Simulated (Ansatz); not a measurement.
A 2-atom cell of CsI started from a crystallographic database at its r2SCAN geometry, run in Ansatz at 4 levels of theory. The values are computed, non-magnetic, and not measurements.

The LDA input:
```yaml
crystal:
  lattice:
    - [4.6080836004, 0.0, 0.0]
    - [0.0, 4.6080836004, 0.0]
    - [0.0, 0.0, 4.6080836004]
  atoms:
    - { symbol: Cs, position: [0.0, 0.0, 0.0] }
    - { symbol: I, position: [0.5, 0.5, 0.5] }
kpoints:
  mp_grid: { grid: [6, 6, 6] }
  band_path:
    path:
      - [0.0, 0.0, 0.0]
      - [0.0, 0.5, 0.0]
      - [0.5, 0.5, 0.0]
      - [0.5, 0.5, 0.5]
      - [0.0, 0.5, 0.5]
    npoints: 1
hamiltonian:
  xc: lda
scf:
  occupations: { method: fixed }
  n_extra_bands: 4
output:
  forces: true
  stress: true
  eigenvalues: true
```

Main results, then, where recorded, the levels near the gap in eV from the Fermi energy (columns number the bands from 0), one row a point of the path (Γ, X, M, R, M):
```
Crystal: 2 atoms, lattice volume = 97.850 Å³
Symmetry: 48 space group operations
Space group: Pm-3m (ITA 221)
```
```
Basis set: ecut = 420 eV, 1935 PW (Γ)
Bands: 17, of which v1, the nominal top of the filled ones, is band 13 counted from 1 (12 counted from 0)
k-points: 20 of 216
Free energy (F): -12863.830428 eV
Fermi energy:    3.456160 eV
--- Stress (GPa, compression-positive) ---
       -1.631574       0.000000       0.000000
        0.000000      -1.631574       0.000000
        0.000000       0.000000      -1.631574
  P = ⅓ Tr σ = -1.6316 GPa (-16.316 kbar)
```
```tsv
band_8	band_9	band_10	band_11	band_12	band_13	band_14	band_15
-7.059	-7.059	-0.092	-0.092	-0.092	3.443	4.028	4.028
-6.999	-6.999	-1.555	-0.232	-0.232	5.006	6.121	6.381
-7.413	-6.961	-0.852	-0.852	0.000	4.006	4.721	5.982
-7.307	-7.307	-1.274	-1.274	-1.274	6.882	6.882	6.882
-7.413	-6.961	-0.852	-0.852	0.000	4.006	4.721	5.982
```

LDA gives an indirect gap of 3.44 eV, from M to Γ; the least direct gap is 3.54 eV at Γ.

HSE06+SOC. Against the first input these blocks differ (the band path and keys that only write files left aside):
```yaml
kpoints:
  mp_grid: { grid: [4, 4, 4] }
hamiltonian:
  xc: hse06
scf:
  occupations: { method: fixed }
  n_extra_bands: 8
magnetization:
  noncollinear: true
  spin_orbit: true
output:
  eigenvalues: true
```

```
Basis set: ecut = 420 eV, 1935 PW (Γ)
Bands: 34, of which v1, the nominal top of the filled ones, is band 26 counted from 1 (25 counted from 0)
k-points: 10 of 64
Exchange kernel: α = 0.2500, screened, ω = 0.2079 Å⁻¹, Wigner–Seitz truncation, v(0) = 1043.2701 eV·Å³, q-mesh 4×4×4
hybrid outer 1: dexx = +2.698e-3 eV, tail = 8.49e-6 eV
hybrid outer 2: dexx = +7.284e-8 eV, tail = 1.21e-7 eV, Δε = 2.90e-3 eV
Free energy (F): -13192.707393 eV
Fermi energy:    3.309431 eV
```
```tsv
band_16	band_17	band_18	band_19	band_20	band_21	band_22	band_23	band_24	band_25	band_26	band_27	band_28	band_29	band_30	band_31
-7.295	-7.295	-7.295	-7.295	-1.120	-1.120	0.000	0.000	0.000	0.000	4.538	4.538	4.928	4.928	4.928	4.928
-7.370	-7.370	-7.222	-7.222	-2.002	-2.002	-0.713	-0.713	-0.161	-0.161	6.004	6.004	7.146	7.146	7.451	7.451
-7.699	-7.699	-7.332	-7.332	-1.591	-1.591	-0.934	-0.934	-0.117	-0.117	4.963	4.963	5.682	5.682	6.910	6.910
-7.556	-7.556	-7.556	-7.556	-2.144	-2.144	-1.321	-1.321	-1.321	-1.321	7.555	7.555	8.000	8.000	8.000	8.000
-7.699	-7.699	-7.332	-7.332	-1.591	-1.591	-0.934	-0.934	-0.117	-0.117	4.963	4.963	5.682	5.682	6.910	6.910
```

The HSE06+SOC gap is direct at Γ: 4.54 eV.

DDH-PBE0. Against the first input these blocks differ (the band path and keys that only write files left aside):
```yaml
crystal:
  host: atoms
kpoints:
  mp_grid: { grid: [4, 4, 4] }
hamiltonian:
  xc:
    exchange: pbe
    correlation: pbe
    exx: { coeff: inverse_dielectric }
```

```
ε∞ on k-mesh 4×4×4 of a primitive cell: xx 3.2840, yy 3.2840, zz 3.2840; 3/Tr ε∞, of that cell with its empty space = 0.30450624092582657
Basis set: ecut = 420 eV, 1935 PW (Γ)
Bands: 17, of which v1, the nominal top of the filled ones, is band 13 counted from 1 (12 counted from 0)
k-points: 10 of 64
hybrid outer 1: dexx = +6.842e-3 eV, tail = 2.73e-5 eV
hybrid outer 2: dexx = +2.454e-7 eV, tail = 1.68e-8 eV, Δε = 7.19e-3 eV
Free energy (F): -13196.429135 eV
Fermi energy:    2.448359 eV
--- Stress (GPa, compression-positive) ---
        0.104536       0.000000       0.000000
        0.000000       0.104536       0.000000
        0.000000       0.000000       0.104536
  P = ⅓ Tr σ = 0.1045 GPa (1.045 kbar)
```
```tsv
band_8	band_9	band_10	band_11	band_12	band_13	band_14	band_15
-7.692	-7.692	-0.102	-0.102	-0.102	5.849	6.259	6.259
-7.625	-7.625	-1.648	-0.241	-0.241	7.375	8.501	8.840
-8.061	-7.586	-0.946	-0.946	0.000	6.293	7.022	8.296
-7.937	-7.937	-1.378	-1.378	-1.378	9.214	9.214	9.214
-8.061	-7.586	-0.946	-0.946	0.000	6.293	7.022	8.296
```

With DDH-PBE0 the valence top lies at M and the conduction bottom at Γ, 5.85 eV higher; the smallest vertical gap, at Γ, is 5.95 eV. The mean stress, +0.1 GPa, is small, and the program warns that its thresholds are loose for a hybrid's stress.

Task: Another run on the same cell gave
```
Basis set: ecut = 420 eV, 1935 PW (Γ)
Bands: 17, of which v1, the nominal top of the filled ones, is band 13 counted from 1 (12 counted from 0)
k-points: 10 of 64
hybrid outer 1: dexx = +3.845e-3 eV, tail = 1.23e-5 eV
hybrid outer 2: dexx = +9.428e-8 eV, tail = 7.89e-9 eV, Δε = 4.89e-3 eV
Free energy (F): -13194.688260 eV
Fermi energy:    2.683781 eV
--- Stress (GPa, compression-positive) ---
        0.162922       0.000000       0.000000
        0.000000       0.162922       0.000000
        0.000000       0.000000       0.162922
  P = ⅓ Tr σ = 0.1629 GPa (1.629 kbar)
```
```tsv
band_8	band_9	band_10	band_11	band_12	band_13	band_14	band_15
-7.593	-7.593	-0.100	-0.100	-0.100	5.476	5.893	5.893
-7.528	-7.528	-1.622	-0.238	-0.238	6.986	8.118	8.451
-7.956	-7.489	-0.928	-0.928	0.000	5.924	6.642	7.900
-7.836	-7.836	-1.354	-1.354	-1.354	8.833	8.833	8.833
-7.956	-7.489	-0.928	-0.928	0.000	5.924	6.642	7.900
```
Which level of theory and mesh gave it?

Result: It is PBE0, judged by the exchange loop and the size of the gap (a near hybrid could fit too), on 4×4×4; the blocks that differ from the first input, but for the band path:
```yaml
kpoints:
  mp_grid: { grid: [4, 4, 4] }
hamiltonian:
  xc: pbe0
```
The PBE0 gap is indirect, 5.48 eV (M to Γ), below the direct gap of 5.58 eV at Γ. The mean stress, +0.2 GPa, is small, and the program warns that its thresholds are loose for a hybrid's stress.

Small level splittings and stresses of the hybrids carry the error of their coarser meshes.

Totals of different functionals, or with and without spin-orbit coupling, can't be compared.

Only the levels marked +SOC include spin-orbit coupling.

The meshes of the hybrids are coarse, so their gaps aren't converged to the digits shown.
